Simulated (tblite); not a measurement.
**PtSe2 at GFN1-xTB (tblite): moving one setting at a time**

Which settings matter? One reference run, then one change at a time; some changes are unwise on purpose.

Computed with tblite 0.8.0 (GFN1-xTB (tblite), atoms fixed, no spin polarisation, unless a step's input says otherwise).

## 1. The structure to begin with

The structure is trigonal, space group P-3m1 (No. 164). Conventional cell: a = 3.702 Å, b = 3.702 Å, c = 30.062 Å, α = 90.00°, β = 90.00°, γ = 120.00°. Pt (site symmetry -3m) is surrounded by 6 Se at 2.51 Å. Around Se (site symmetry 3m) lie 3 Pt at 2.51 Å.

Coordinates:

```cif
data_structure
_symmetry_space_group_name_H-M 'P 1'
_symmetry_Int_Tables_number 1
_cell_length_a 3.7015
_cell_length_b 3.7015
_cell_length_c 30.0621
_cell_angle_alpha 90.000
_cell_angle_beta 90.000
_cell_angle_gamma 120.000
_cell_volume 356.70
loop_
_atom_site_label
_atom_site_type_symbol
_atom_site_fract_x
_atom_site_fract_y
_atom_site_fract_z
_atom_site_occupancy
Pt1 Pt 0.00000 0.00000 0.29938 1
Se1 Se 0.33333 0.66667 0.34323 1
Se2 Se 0.66667 0.33333 0.25553 1
```

The cell holds a single layer (1T monolayer) with vacuum along c; the form is built, and need not be the compound's stable one.

## 2. The reference run

File run.py:

```python
import json
from ase import Atoms
from ase.build import make_supercell
from ase.units import Bohr, GPa, Hartree
from tblite.interface import Calculator

atoms = Atoms(['Pt', 'Se', 'Se'],
              cell=[[3.7015175, 0.0, 0.0], [-1.85075875, 3.20560819, 0.0], [0.0, 0.0, 30.06206329]],
              scaled_positions=[[0.0, 0.0, 0.299380648], [0.333333333, 0.666666667, 0.343230086], [0.666666667, 0.333333333, 0.255531211]],
              pbc=True)
cluster = make_supercell(atoms, [[3, 0, 0], [0, 3, 0], [0, 0, 1]])
calc = Calculator('GFN1-xTB', cluster.numbers, cluster.positions / Bohr, lattice=cluster.cell[:] / Bohr, periodic=cluster.pbc)
calc.set('temperature', 0.02 / Hartree)
calc.set('max-iter', 150)
res = calc.singlepoint()
levels = res.get('orbital-energies') * Hartree
nv = round(res.get('orbital-occupations').sum() / 2)
cells = len(cluster) // len(atoms)
out = {'energy_per_cell': res.get('energy') * Hartree / cells, 'homo': levels[nv - 1], 'lumo': levels[nv],
       'stress': (-res.get('virial') * Hartree / cluster.get_volume() / GPa).tolist(), 'charges': res.get('charges')[:len(atoms)].tolist(), 'electrons': 2 * nv / cells}
json.dump(out, open('results.json', 'w'))
for key, value in out.items():
    print(key, value)
```

On the command line:

```sh
$ python run.py
```

Standard output:

```text
------------------------------------------------------------
  cycle        total energy    energy error   density error
------------------------------------------------------------
      1     -100.6395823307  -1.0052776E+02   5.8945888E-01
      2     -100.6352181219   4.3642088E-03   3.1812955E-01
      3     -100.4477360889   1.8748203E-01   2.7672693E-01
      4     -100.7245890374  -2.7685295E-01   1.1081096E-02
      5     -100.7247408904  -1.5185298E-04   8.6981745E-03
      6     -100.7249388963  -1.9800588E-04   1.2312240E-04
      7     -100.7249379134   9.8292662E-07   2.3290928E-04
      8     -100.7249391354  -1.2220010E-06   5.1672544E-05
      9     -100.7249391860  -5.0618326E-08   3.8964699E-06
------------------------------------------------------------

 total:                                   0.605 sec
energy_per_cell -304.5405780522605
homo -9.627144000178065
lumo -8.23865538462625
stress [[0.43201250103292443, -1.1901141934568669e-06, 1.4163659100474422e-08], [-1.1901141934684263e-06, 0.43201111313660345, -1.241587651932068e-08], [1.4163659076562356e-08, -1.241587653998846e-08, 0.41831101607651106]]
charges [-0.09701102317117438, 0.048505953874809424, 0.048506403574732335]
electrons 22.0
```

Run time: 1.7 s. Hardware: 1 thread of Arm Neoverse N1, shared host; peak memory 0.1 GiB.

Gap 1.39 eV. The 27 atoms of the cluster fold only a few k-points onto the zone centre, so gap and energy may not be converged in the cluster's size.

## 3. Change: mixer-damping = 0.7

run.py: that of step 2 with these lines changed.

```diff
@@ -14,2 +14,3 @@
 calc.set('max-iter', 150)
+calc.set('mixer-damping', 0.7)
 res = calc.singlepoint()
```

On the command line:

```sh
$ python run.py
```

Standard output:

```text
------------------------------------------------------------
  cycle        total energy    energy error   density error
------------------------------------------------------------
      1     -100.6395823307  -1.0052776E+02   5.8945888E-01
      2     -100.1402232776   4.9935905E-01   2.8009389E-01
      3     -99.43545775398   7.0476552E-01   5.0177717E-01
      4     -100.7244477143  -1.2889900E+00   2.2484021E-02
      5     -100.7238318129   6.1590137E-04   2.0618324E-02
      6     -100.7249214854  -1.0896725E-03   2.0463044E-03
      7     -100.7249055120   1.5973397E-05   1.6931620E-03
      8     -100.7249352704  -2.9758332E-05   4.5356031E-04
      9     -100.7249391748  -3.9044331E-06   9.1578778E-05
     10     -100.7249391840  -9.2067438E-09   2.0328709E-05
     11     -100.7249391850  -1.0502106E-09   1.3420271E-05
------------------------------------------------------------

 total:                                   0.649 sec
energy_per_cell -304.54057804946206
homo -9.627143873962183
lumo -8.238650383587183
stress [[0.43200183857129354, -1.1900649974450585e-06, 1.4109370783163e-08], [-1.1900649974283482e-06, 0.4320004507320329, -1.238339204391991e-08], [1.4109370785164817e-08, -1.2383392042207496e-08, 0.41830928919619237]]
charges [-0.09699808865717363, 0.04848945201650069, 0.048490619829865925]
electrons 22.0
```

Wall time 1.7 s (1 thread of Arm Neoverse N1, shared host); peak memory 0.1 GiB.

Against the reference run the gap moves by 0.00 eV and the energy by 0.0 meV/atom.

## 4. Change: temperature = 0.001

run.py: that of step 3 with these lines changed.

```diff
@@ -12,5 +12,4 @@
 calc = Calculator('GFN1-xTB', cluster.numbers, cluster.positions / Bohr, lattice=cluster.cell[:] / Bohr, periodic=cluster.pbc)
-calc.set('temperature', 0.02 / Hartree)
+calc.set('temperature', 0.001 / Hartree)
 calc.set('max-iter', 150)
-calc.set('mixer-damping', 0.7)
 res = calc.singlepoint()
```

On the command line:

```sh
$ python run.py
```

Standard output:

```text
------------------------------------------------------------
  cycle        total energy    energy error   density error
------------------------------------------------------------
      1     -100.6395823307  -1.0052776E+02   5.8945888E-01
      2     -100.6352181219   4.3642088E-03   3.1812955E-01
      3     -100.4477360889   1.8748203E-01   2.7672693E-01
      4     -100.7245890374  -2.7685295E-01   1.1081096E-02
      5     -100.7247408904  -1.5185298E-04   8.6981745E-03
      6     -100.7249388963  -1.9800588E-04   1.2312241E-04
      7     -100.7249379134   9.8292658E-07   2.3290928E-04
      8     -100.7249391354  -1.2220010E-06   5.1672544E-05
      9     -100.7249391860  -5.0618382E-08   3.8964699E-06
------------------------------------------------------------

 total:                                   0.603 sec
energy_per_cell -304.5405780522607
homo -9.627144000178202
lumo -8.238655384626385
stress [[0.4320125010329257, -1.1901141940211016e-06, 1.4163658554011377e-08], [-1.1901141941092246e-06, 0.43201111313660767, -1.241587736396368e-08], [1.4163658515964469e-08, -1.2415877385809367e-08, 0.4183110160765135]]
charges [-0.09701102317118127, 0.048505953874833946, 0.04850640357472093]
electrons 22.0
```

It took 1.7 s on 1 thread of Arm Neoverse N1, shared host; peak memory 0.1 GiB.

Against the reference run the gap moves by 0.00 eV and the energy by 0.0 meV/atom.

## 5. Change: method = IPEA1-xTB

run.py: that of step 4 with these lines changed.

```diff
@@ -11,4 +11,4 @@
 cluster = make_supercell(atoms, [[3, 0, 0], [0, 3, 0], [0, 0, 1]])
-calc = Calculator('GFN1-xTB', cluster.numbers, cluster.positions / Bohr, lattice=cluster.cell[:] / Bohr, periodic=cluster.pbc)
-calc.set('temperature', 0.001 / Hartree)
+calc = Calculator('IPEA1-xTB', cluster.numbers, cluster.positions / Bohr, lattice=cluster.cell[:] / Bohr, periodic=cluster.pbc)
+calc.set('temperature', 0.02 / Hartree)
 calc.set('max-iter', 150)
```

On the command line:

```sh
$ python run.py
```

Standard output:

```text
------------------------------------------------------------
  cycle        total energy    energy error   density error
------------------------------------------------------------
      1     -104.6064502019  -1.0449649E+02   5.8982206E-01
      2     -104.6520884960  -4.5638294E-02   3.6918993E-01
      3     -104.5758557317   7.6232764E-02   1.2457618E-01
      4     -104.6761671409  -1.0031141E-01   1.7237868E-02
      5     -104.6766499619  -4.8282100E-04   7.5293218E-04
      6     -104.6766561626  -6.2007596E-06   5.1418905E-05
      7     -104.6766561643  -1.6729871E-09   1.8775012E-05
------------------------------------------------------------

 total:                                   0.535 sec
energy_per_cell -316.4885442919231
homo -11.733348480350068
lumo -9.084379833694323
stress [[1.8909930257595802, -1.12845642102165e-08, 1.6217770825923787e-08], [-1.1284564333336763e-08, 1.890992993679041, -1.5499466673576483e-08], [1.62177708649483e-08, -1.549946669209038e-08, 0.7540189333857595]]
charges [0.036317149480844746, -0.01816543082929732, -0.018151718651773632]
electrons 22.0
```

It took 1.6 s on 1 thread of Arm Neoverse N1, shared host; peak memory 0.1 GiB.

Totals of another method or basis aren't compared here.

## 6. Change: charge = -2.0

run.py: that of step 5 with these lines changed.

```diff
@@ -11,3 +11,3 @@
 cluster = make_supercell(atoms, [[3, 0, 0], [0, 3, 0], [0, 0, 1]])
-calc = Calculator('IPEA1-xTB', cluster.numbers, cluster.positions / Bohr, lattice=cluster.cell[:] / Bohr, periodic=cluster.pbc)
+calc = Calculator('GFN1-xTB', cluster.numbers, cluster.positions / Bohr, lattice=cluster.cell[:] / Bohr, charge=-2.0, periodic=cluster.pbc)
 calc.set('temperature', 0.02 / Hartree)
```

On the command line:

```sh
$ python run.py
```

Standard output:

```text
------------------------------------------------------------
  cycle        total energy    energy error   density error
------------------------------------------------------------
      1     -101.0307712636  -1.0091894E+02   5.7898130E-01
      2     -101.0413933809  -1.0622117E-02   3.2575508E-01
      3     -100.9586721656   8.2721215E-02   1.6638276E-01
      4     -101.0598496036  -1.0117744E-01   7.3381237E-03
      5     -101.0599249921  -7.5388445E-05   2.3900661E-03
      6     -101.0583089168   1.6160753E-03   8.8383834E-03
      7     -101.0599416398  -1.6327230E-03   4.3657206E-04
      8     -101.0599451287  -3.4889649E-06   1.3106624E-04
      9     -101.0599453278  -1.9910185E-07   9.4205197E-05
     10     -101.0599454468  -1.1898464E-07   2.4071072E-05
     11     -101.0599454498  -2.9808547E-09   1.7907644E-05
------------------------------------------------------------

 total:                                   0.644 sec
energy_per_cell -305.55346524842423
homo -0.776006696554457
lumo -0.7760066469386543
stress [[1.4401999069875533, -3.0809367368191197e-06, -9.454539522617912e-09], [-3.080936736764701e-06, 1.4401963583327666, 1.2041882968183979e-08], [-9.454539508779144e-09, 1.2041882950078813e-08, 0.4839368488446383]]
charges [-0.1447873502380057, -0.03875042723314213, -0.038685428421459625]
electrons 22.22222222222222
```

It took 1.8 s on 1 thread of Arm Neoverse N1, shared host; peak memory 0.1 GiB.

A charged periodic cell is another system, so nothing is compared.

## 7. Change: cluster = 1x1x1

run.py: that of step 6 with these lines changed.

```diff
@@ -10,4 +10,4 @@
               pbc=True)
-cluster = make_supercell(atoms, [[3, 0, 0], [0, 3, 0], [0, 0, 1]])
-calc = Calculator('GFN1-xTB', cluster.numbers, cluster.positions / Bohr, lattice=cluster.cell[:] / Bohr, charge=-2.0, periodic=cluster.pbc)
+cluster = make_supercell(atoms, [[1, 0, 0], [0, 1, 0], [0, 0, 1]])
+calc = Calculator('GFN1-xTB', cluster.numbers, cluster.positions / Bohr, lattice=cluster.cell[:] / Bohr, periodic=cluster.pbc)
 calc.set('temperature', 0.02 / Hartree)
```

On the command line:

```sh
$ python run.py
```

Standard output:

```text
------------------------------------------------------------
  cycle        total energy    energy error   density error
------------------------------------------------------------
      1     -10.97590019019  -1.0963475E+01   5.1218908E-01
      2     -10.97714841242  -1.2482222E-03   2.8839069E-01
      3     -10.96588532356   1.1263089E-02   1.5850639E-01
      4     -10.97953500376  -1.3649680E-02   3.2975120E-03
      5     -10.97953449063   5.1312627E-07   2.3839098E-03
      6     -10.97952829991   6.1907215E-06   1.7081458E-03
      7     -10.97953594964  -7.6497318E-06   4.3295179E-05
      8     -10.97953595069  -1.0497079E-09   1.8822860E-06
------------------------------------------------------------

 total:                                   0.053 sec
energy_per_cell -298.7683911226795
homo -9.554265892457531
lumo -7.226966998268309
stress [[3.746342640992767, -2.491030389593925e-08, 4.531123103318003e-09], [-2.49103035409284e-08, 3.746342602096564, -3.7324473996146855e-09], [4.5311232745678645e-09, -3.732447155578865e-09, 3.712166444920051]]
charges [0.05271862042867739, -0.026359196664162157, -0.02635942376452094]
electrons 22.0
```

It took 1.2 s on 1 thread of Arm Neoverse N1, shared host; peak memory 0.094 GiB.

Against the reference run the gap moves by +0.94 eV and the energy by +1924.1 meV/atom. One cell at the zone centre alone can't describe the crystal.

## 8. Change: cluster = 4x4x1

run.py: that of step 7 with these lines changed.

```diff
@@ -10,3 +10,3 @@
               pbc=True)
-cluster = make_supercell(atoms, [[1, 0, 0], [0, 1, 0], [0, 0, 1]])
+cluster = make_supercell(atoms, [[4, 0, 0], [0, 4, 0], [0, 0, 1]])
 calc = Calculator('GFN1-xTB', cluster.numbers, cluster.positions / Bohr, lattice=cluster.cell[:] / Bohr, periodic=cluster.pbc)
```

On the command line:

```sh
$ python run.py
```

Standard output:

```text
------------------------------------------------------------
  cycle        total energy    energy error   density error
------------------------------------------------------------
      1     -178.8611462350  -1.7866234E+02   5.8157020E-01
      2     -178.8521463673   8.9998677E-03   3.1604103E-01
      3     -178.4913599831   3.6078638E-01   2.6776209E-01
      4     -178.9815197166  -4.9015973E-01   9.9899299E-03
      5     -178.9817008070  -1.8109044E-04   8.0132384E-03
      6     -178.9819751466  -2.7433954E-04   1.7325895E-04
      7     -178.9819752778  -1.3121067E-07   1.6066483E-04
      8     -178.9819759993  -7.2152420E-07   9.3729070E-05
      9     -178.9819763576  -3.5833179E-07   5.0395827E-06
------------------------------------------------------------

 total:                                   1.647 sec
energy_per_cell -304.3967281295116
homo -9.61533309293684
lumo -8.525024515395021
stress [[0.575806638305743, -1.3356942524578184e-06, 1.5591170708452565e-08], [-1.3356942524389698e-06, 0.5758050811620556, -1.3814542399710898e-08], [1.5591170712960164e-08, -1.3814542410816122e-08, 0.5497588353815578]]
charges [-0.08723226247767113, 0.04360717564279311, 0.04360821373290542]
electrons 22.0
```

It took 2.9 s on 1 thread of Arm Neoverse N1, shared host; peak memory 0.12 GiB.

Against the reference run the gap moves by -0.30 eV and the energy by +47.9 meV/atom. Another cluster folds other k-points onto the zone centre, and changes which images the real-space sums reach.

## 9. Results

| change | ends | gap (eV) | energy (meV/atom) | pressure (GPa) | time |
| --- | --- | --- | --- | --- | --- |
| none | converged | 1.39 | 0 | – | 1.7 s |
| mixer-damping = 0.7 | converged | 0.00 | 0.0 | – | 1.7 s |
| temperature = 0.001 | converged | 0.00 | 0.0 | – | 1.7 s |
| method = IPEA1-xTB | converged | +1.26 | – | – | 1.6 s |
| charge = -2.0 | converged | – | – | – | 1.8 s |
| cluster = 1x1x1 | converged | +0.94 | +1924.1 | – | 1.2 s |
| cluster = 4x4x1 | converged | -0.30 | +47.9 | – | 2.9 s |

The first row holds values, the others changes from it. Keys are the program's: temperature in eV (tblite) or K (CP2K), cutoffs in Ry, CUTOFP in Å. Among the numerical settings, cluster = 1x1x1 moves the energy most (+1924.1 meV/atom). The changed runs test settings; they are no properties of the crystal.
